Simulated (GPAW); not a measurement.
# CuO (Pm-3m) in GPAW: a series of runs, part 2 of 3

GPAW 26.7.0. Earlier steps stand in the parts before.

### 3 Band structure, optB88-vdW

File run.py:

```python
from ase.dft.bandgap import bandgap
from ase.io import write
from ase.spacegroup import crystal
from gpaw import GPAW, PW

# Cu 1a
# O 1b
atoms = crystal(['Cu', 'O'],
                basis=[[0.0, 0.0, 0.0],
                       [0.5, 0.5, 0.5]],
                spacegroup=221, setting=1,  # Pm-3m
                cellpar=[2.55255061, 2.55255061, 2.55255061, 90.0, 90.0, 90.0],
                primitive_cell=True)

calc = GPAW(mode=PW(800),
            xc={'name': 'optB88-vdW', 'backend': 'libvdwxc'},
            kpts={'size': (8, 8, 8), 'gamma': True},
            occupations={'name': 'fermi-dirac', 'width': 0.05},
            nbands=19,
            convergence={'density': 1e-05, 'energy': 1e-05},
            maxiter=150,
            legacy_gpaw=True,
            txt='gpaw.txt')
atoms.calc = calc
energy = atoms.get_potential_energy()
forces = atoms.get_forces()
calc.write('gs.gpw')
write('result.traj', atoms)
print(f'Energy: {energy:.6f} eV')
print('Forces (eV/A):')
print(forces.round(4))
print('Fermi level:', round(calc.get_fermi_level(), 4), 'eV')
print(f'Gap: {bandgap(calc)[0]:.4f} eV, direct: {bandgap(calc, direct=True)[0]:.4f} eV')

path = atoms.cell.bandpath('GXMGRX,MR', npoints=60, eps=1e-4)
bs_calc = calc.fixed_density(kpts=path, symmetry='off', nbands=27,
                             convergence={'bands': 'CBM+6.0', 'eigenstates': 1e-6}, txt='bands.txt')
bs = bs_calc.band_structure()
bs.write('bs.json')
print(f'Gap on the path: {bandgap(bs_calc)[0]:.4f} eV')
```

Potentials or basis: GPAW PAW data sets (gpaw-data 1.2.1), pw.

The run is started by

```bash
OMP_NUM_THREADS=1 python run.py
```

gpaw.txt:

```text
___ ___ ___ _ _ _
 |   |   |_  | | | |
 | | | | | . | | | |
 |__ |  _|___|_____|  26.7.0
 |___|_|

Input parameters:
  convergence: {density: 1e-05,
                energy: 1e-05}
  kpts: {gamma: True,
         size: (8, 8, 8)}
  maxiter: 150
  mode: {ecut: 800.0,
         name: pw}
  nbands: 19
  occupations: {name: fermi-dirac,
                width: 0.05}
  xc: {backend: libvdwxc,
       name: optB88-vdW}

System changes: positions, numbers, cell, pbc, initial_charges, initial_magmoms

Initialize ...

species:
  Cu:
    name:    Copper
    Z:       29.0
    valence: 11
    core:    18
    charge:  0.0  # [|e|]
    compensation charges:
      type: gauss
      rc: 0.33  # [Å]
      lmax: 2
    cutoffs:
      filter: 2.06  # [Å]
      core: 2.43  # [Å]
    projectors
    | kind |    occ | energy [eV] | rcut [Å] |
    |------|--------|-------------|----------|
    |   4s |  1.000 |      -4.609 |    1.164 |
    |   4p |  0.000 |      -0.698 |    1.164 |
    |   3d | 10.000 |      -5.039 |    1.058 |
    |    s |        |      22.603 |    1.164 |
    |    p |        |      26.513 |    1.164 |
    |    d |        |      22.172 |    1.058 |

    Using partial waves for Cu as LCAO basis

  O:
    name:    Oxygen
    Z:       8.0
    valence: 6
    core:    2
    charge:  0.0  # [|e|]
    compensation charges:
      type: gauss
      rc: 0.21  # [Å]
      lmax: 2
    cutoffs:
      filter: 1.17  # [Å]
      core: 0.83  # [Å]
[... 97 lines left out ...]
  old densities: 10
  Width of damping distribution: 1.1
  Damping of long wavelength oscillations: 20

Hamiltonian:
  XC and Coulomb potentials evaluated on a 36*36*36 grid
  Using the optB88 Exchange-Correlation functional
  External potential:
    NoExternalPotential

XC parameters: optB88 with libvdwxc
  Mode: serial
  Semilocal: GGA_X_OPTB88_VDW+LDA_C_PW with 2 nearest neighbor stencil
  Corresponding non-local functional: vdW-DF
  Local blocksize: 36 x 36 x 36
  PAW datasets: PBE

Number of atoms: 2
Number of atomic orbitals: 13
Number of bands in calculation: 19
Number of valence electrons: 17
Bands to converge: occupied

... initialized

Initializing position-dependent things.

Density initialized from atomic densities
Creating initial wave functions:
  13 bands from LCAO basis set
  6 bands from random numbers

   .-----.
  /|     |
 * |     |
 | .-O---.
 |/     /
 Cu----*

Atomic positions and initial magnetic moments

Positions:
   0 Cu     0.000000    0.000000    0.000000    ( 0.0000,  0.0000,  0.0000)
   1 O      1.276275    1.276275    1.276275    ( 0.0000,  0.0000,  0.0000)

Unit cell:
           periodic     x           y           z      points  spacing
  1. axis:    yes    2.552551    0.000000    0.000000    18     0.1418
  2. axis:    yes    0.000000    2.552551    0.000000    18     0.1418
  3. axis:    yes    0.000000    0.000000    2.552551    18     0.1418

  Lengths:   2.552551   2.552551   2.552551
  Angles:   90.000000  90.000000  90.000000

Effective grid spacing dv^(1/3) = 0.1418

iter:   1   -35.597936
iter:   2   -34.346121   -2.18  -1.11
iter:   3   -32.737788   -1.73  -1.17
iter:   4   -32.721202   -3.12  -1.64
iter:   5   -32.686462   -3.22  -1.77
iter:   6   -32.680431   -3.88  -2.34
iter:   7   -32.679208   -4.48  -2.70
iter:   8   -32.679144   -5.41  -3.13
iter:   9   -32.679107c  -6.55  -3.59
iter:  10   -32.679102c  -7.79c -4.18
iter:  11   -32.679098c  -8.23c -4.49
iter:  12   -32.679098c -10.71c -5.64c

Converged after 12 iterations.

Dipole moment: (-0.000000, -0.000000, -0.000000) |e|*Ang

Energy contributions relative to reference atoms: (reference = -47062.304142)

Kinetic:        +17.587651
Potential:      -16.515453
External:        +0.000000
XC:             -33.955486
Entropy (-ST):   -0.021009
Local:           +0.214694
SIC:             +0.000000
--------------------------
Free energy:    -32.689602
Extrapolated:   -32.679098

Non-local optB88 correlation energy: 0.983486
Semilocal GGA_X_OPTB88_VDW+LDA_C_PW energy: -128.184250
(Not including atomic contributions)
Showing only first 2 kpts
 Kpt  Band  Eigenvalues  Occupancy
  0     6      6.66984    2.00000
  0     7      6.66984    2.00000
  0     8      6.66984    2.00000
  0     9      9.97491    0.00000

  1     6      6.68010    2.00000
  1     7      7.34710    2.00000
  1     8      7.34710    2.00000
  1     9     10.98142    0.00000

Fermi level: 8.45909

No gap
No difference between direct/indirect transitions

Forces in eV/Ang:
  0 Cu   -0.00000   -0.00000   -0.00000
  1 O     0.00000   -0.00000    0.00000

Writing to gs.gpw (mode='')
```

stdout:

```text
Energy: -32.679098 eV
Forces (eV/A):
[[-0. -0. -0.]
 [ 0. -0.  0.]]
Fermi level: 8.4591 eV
Gap: 0.0000 eV, direct: 0.0000 eV
Gap on the path: 0.0000 eV
```

bands.txt:

```text
___ ___ ___ _ _ _
 |   |   |_  | | | |
 | | | | | . | | | |
 |__ |  _|___|_____|  26.7.0
 |___|_|

Input parameters:
  convergence: {bands: CBM+6.0,
                eigenstates: 1e-06}
  gpts: [18 18 18]
  kpts: {cell: Cell([2.55255061, 2.55255061, 2.55255061]),
         kpts: [[0.         0.         0.        ]
 [0.         0.07142857 0.        ]
 [0.         0.14285714 0.        ]
 ...
[... 202 lines left out ...]

Non-local optB88 correlation energy: 0.983486
Semilocal GGA_X_OPTB88_VDW+LDA_C_PW energy: -128.184248
(Not including atomic contributions)
Showing only first 2 kpts
 Kpt  Band  Eigenvalues  Occupancy
  0     6      6.66984    2.00000
  0     7      6.66984    2.00000
  0     8      6.66984    2.00000
  0     9      9.97491    0.00000

  1     6      6.67322    2.00000
  1     7      7.00823    2.00000
  1     8      7.00823    2.00000
  1     9     10.36834    0.00000

Fermi level: 8.45909

No gap
No difference between direct/indirect transitions
```

Run time: 39 s. Hardware: 1 thread of Intel Xeon Platinum 8259CL at 2.50GHz (Skylake/Cascade Lake), shared host; peak memory 0.21 GiB.

What came out:

- Free energy: -32.6896 eV
- Band gap along the path: none (metal or under the smearing width)

Levels at the corners of the path, in eV from the Fermi level:
| point | band 6 | band 7 | band 8 | band 9 | band 10 |
| --- | --- | --- | --- | --- | --- |
| Γ | -2.07 | -1.79 | -1.79 | -1.79 | 1.52 |
| X | -1.72 | -1.26 | 0.44 | 0.44 | 7.27 |
| M | -2.30 | -2.27 | -1.30 | -1.03 | 5.71 |
| Γ | -2.07 | -1.79 | -1.79 | -1.79 | 1.52 |
| R | -1.26 | 0.35 | 0.35 | 0.35 | 7.36 |
| X | -1.72 | -1.26 | 0.44 | 0.44 | 7.27 |
| M | -2.30 | -2.27 | -1.30 | -1.03 | 5.71 |
| R | -1.26 | 0.35 | 0.35 | 0.35 | 7.36 |

Caveat: the PAW data sets were made with another functional, which shifts forces and pressure a little; an odd number of electrons without spin polarisation forces a metal; a magnetic or distorted state may lie lower; the run has no spin polarisation, though such a crystal can be magnetic; semilocal functionals often make such compounds metallic where correlation or magnetic order opens a gap, which also shifts bond lengths.

### 4 Band structure, PBE

File run.py:

```python
from ase.dft.bandgap import bandgap
from ase.io import read, write
from ase.units import GPa
from gpaw import GPAW, PW, setup_paths

setup_paths.insert(0, '.')

atoms = read('CuO.cif')

calc = GPAW(mode=PW(800),
            xc='PBE',
            kpts={'size': (8, 8, 8), 'gamma': True},
            occupations={'name': 'fermi-dirac', 'width': 0.05},
            nbands=19,
            convergence={'density': 1e-05, 'energy': 1e-05},
            maxiter=150,
            txt='gpaw.txt')
atoms.calc = calc
energy = atoms.get_potential_energy()
forces = atoms.get_forces()
stress = atoms.get_stress()
calc.write('gs.gpw')
write('result.traj', atoms)
print(f'Energy: {energy:.6f} eV')
print('Forces (eV/A):')
print(forces.round(4))
print('Stress (GPa):', (stress / GPa).round(3))
print('Fermi level:', round(calc.get_fermi_level(), 4), 'eV')
print(f'Gap: {bandgap(calc)[0]:.4f} eV, direct: {bandgap(calc, direct=True)[0]:.4f} eV')

path = atoms.cell.bandpath('GXMGRX,MR', npoints=100, eps=1e-4)
bs_calc = calc.fixed_density(kpts=path, symmetry='off', nbands=27,
                             convergence={'bands': 'CBM+6.0', 'eigenstates': 1e-6}, txt='bands.txt')
bs = bs_calc.band_structure()
bs.write('bs.json')
print(f'Gap on the path: {bandgap(bs_calc)[0]:.4f} eV')
```

File CuO.cif:

```cif
data_CuO
_cell_length_a 2.55255061
_cell_length_b 2.55255061
_cell_length_c 2.55255061
_cell_angle_alpha 90.00000000
_cell_angle_beta 90.00000000
_cell_angle_gamma 90.00000000
_space_group_name_H-M_alt 'Pm-3m'
_space_group_name_Hall '-P 4 2 3'
_space_group_IT_number 221
loop_
_space_group_symop_operation_xyz
'x,y,z'
'-x,-y,-z'
'-y,x,z'
'y,-x,-z'
'-x,-y,z'
'x,y,-z'
'y,-x,z'
'-y,x,-z'
'x,-y,-z'
'-x,y,z'
'-y,-x,-z'
'y,x,z'
'-x,y,-z'
'x,-y,z'
'y,x,-z'
'-y,-x,z'
'z,x,y'
'-z,-x,-y'
'z,-y,x'
'-z,y,-x'
'z,-x,-y'
'-z,x,y'
'z,y,-x'
'-z,-y,x'
'-z,x,-y'
'z,-x,y'
'-z,-y,-x'
'z,y,x'
'-z,-x,y'
'z,x,-y'
'-z,y,x'
'z,-y,-x'
'y,z,x'
'-y,-z,-x'
'x,z,-y'
'-x,-z,y'
'-y,z,-x'
'y,-z,x'
'-x,z,y'
'x,-z,-y'
'-y,-z,x'
'y,z,-x'
'-x,-z,-y'
'x,z,y'
'y,-z,-x'
'-y,z,x'
'x,-z,y'
'-x,z,-y'
loop_
_atom_site_label
_atom_site_type_symbol
_atom_site_symmetry_multiplicity
_atom_site_Wyckoff_symbol
_atom_site_fract_x
_atom_site_fract_y
_atom_site_fract_z
_atom_site_occupancy
Cu1 Cu 1 a 0.0000000000 0.0000000000 0.0000000000 1
O1 O 1 b 0.5000000000 0.5000000000 0.5000000000 1
```

Potentials or basis: PAW data sets generated in the run's folder for this functional, pw.

The run is started by

```bash
gpaw-setup -f PBE Cu O
OMP_NUM_THREADS=1 python run.py
```

gpaw.txt:

```text
__  _  _
 | _ |_)|_||  |
 |__||  | ||/\| - 26.7.0

Input parameters:
  mode=PW(ecut=800.0),
  convergence={'density': 1e-05, 'energy': 1e-05},
  kpts=MonkhorstPack(size=(8, 8, 8), gamma=True),
  maxiter=150,
  nbands=19,
  occupations=Occupations(name='fermi-dirac', width=0.05),
  xc=XC(name='PBE')

Diagonalizing LCAO Hamiltonian
Converting LCAO to pw mode
   .-----.
  /|     |
 * |     |
 | .-O---.
 |/     /
 Cu----*

Atoms  # Å, Bohr magnetons
|   | symbol |        x |        y |        z |    initial magnetic moments |
|---|--------|----------|----------|----------|-----------------------------|
| 0 |     Cu | 0.000000 | 0.000000 | 0.000000 | ( 0.0000,  0.0000,  0.0000) |
| 1 |      O | 1.276275 | 1.276275 | 1.276275 | ( 0.0000,  0.0000,  0.0000) |

Unit cell  # Å
| periodic |        x |        y |        z |  lengths |    angles |
|----------|----------|----------|----------|----------|-----------|
|      yes | 2.552551 | 0.000000 | 0.000000 | 2.552551 | 90.000000 |
|      yes | 0.000000 | 2.552551 | 0.000000 | 2.552551 | 90.000000 |
|      yes | 0.000000 | 0.000000 | 2.552551 | 2.552551 | 90.000000 |

[... 201 lines left out ...]

Energy contributions:
  Kinetic:           8.116705
  Coulomb:          -8.293692
  Zero:              0.284005
  External:          0.000000
  Xc:               -8.749920
  Entropy:          -0.020505
  Spinorbit:         0.000000
  ----------------------------
  Free energy:      -8.663407
  Extrapolated:     -8.653155

dipole moment: (-5.474876, -5.474876, -5.474876)  # |e|*Ang

Fermi level: 8.708
Eigenvalues  # (at kpt = [0.000, 0.000, 0.000])
| band index |      eig [eV] | occ [0-2] |
|------------|---------------|-----------|
|          0 |       -11.437 |     2.000 |
|          1 |         5.016 |     2.000 |
|          2 |         5.016 |     2.000 |
|          3 |         6.573 |     2.000 |
|          4 |         6.573 |     2.000 |
|          5 |         6.573 |     2.000 |
[... 9 lines left out ...]
|         15 |        43.262 |     0.000 |
|         16 |        43.643 |     0.000 |
|        ... |               |           |
|         18 |        43.647 |     0.000 |

No gap
No difference between direct/indirect transitions

Forces  # eV/Ang
|        x |       y |       z |
|----------|---------|---------|
| -0.00000 | 0.00000 | 0.00000 |  # Cu   0
|  0.00000 | 0.00000 | 0.00000 |  # O    1

Stress tensor  # eV/Ang^3
|         x |         y |         z |
|-----------|-----------|-----------|
| -0.138882 |  0.000000 |  0.000000 |
|  0.000000 | -0.138882 |  0.000000 |
|  0.000000 |  0.000000 | -0.138882 |

# Writing to gs.gpw (mode='')
```

stdout:

```text
Energy: -8.653155 eV
Forces (eV/A):
[[-0.  0.  0.]
 [ 0.  0.  0.]]
Stress (GPa): [-22.251 -22.251 -22.251   0.      0.      0.   ]
Fermi level: 8.708 eV
Gap: 0.0000 eV, direct: 0.0000 eV
Gap on the path: 0.0000 eV
```

It took 58 s on 1 thread of Intel Xeon Platinum 8259CL at 2.50GHz (Skylake/Cascade Lake), shared host; peak memory 0.22 GiB.

Results:

```yaml
Free_energy: -8.6634 eV
Pressure: 22.3 GPa
Band_gap_along_the_path: none (metal or under the smearing width)
```

Levels at the corners of the path, in eV from the Fermi level:
| point | band 6 | band 7 | band 8 | band 9 | band 10 |
| --- | --- | --- | --- | --- | --- |
| Γ | -2.13 | -1.76 | -1.76 | -1.76 | 1.25 |
| X | -1.69 | -1.23 | 0.44 | 0.44 | 6.94 |
| M | -2.29 | -2.27 | -1.25 | -1.07 | 5.57 |
| Γ | -2.13 | -1.76 | -1.76 | -1.76 | 1.25 |
| R | -1.22 | 0.36 | 0.36 | 0.36 | 7.08 |
| X | -1.69 | -1.23 | 0.44 | 0.44 | 6.94 |
| M | -2.29 | -2.27 | -1.25 | -1.07 | 5.57 |
| R | -1.22 | 0.36 | 0.36 | 0.36 | 7.08 |

Caveat: with this Cu data set, volumes or pressures lay over 1.5 % or 2 GPa off other programs in two to four cells of ten; so large a pressure means that the cell lies far from this level's equilibrium, or that cutoff or potentials fall short; an odd number of electrons without spin polarisation forces a metal; a magnetic or distorted state may lie lower; the run has no spin polarisation, though such a crystal can be magnetic; semilocal functionals often make such compounds metallic where correlation or magnetic order opens a gap, which also shifts bond lengths.

(Part 2 of 3 ends here.)
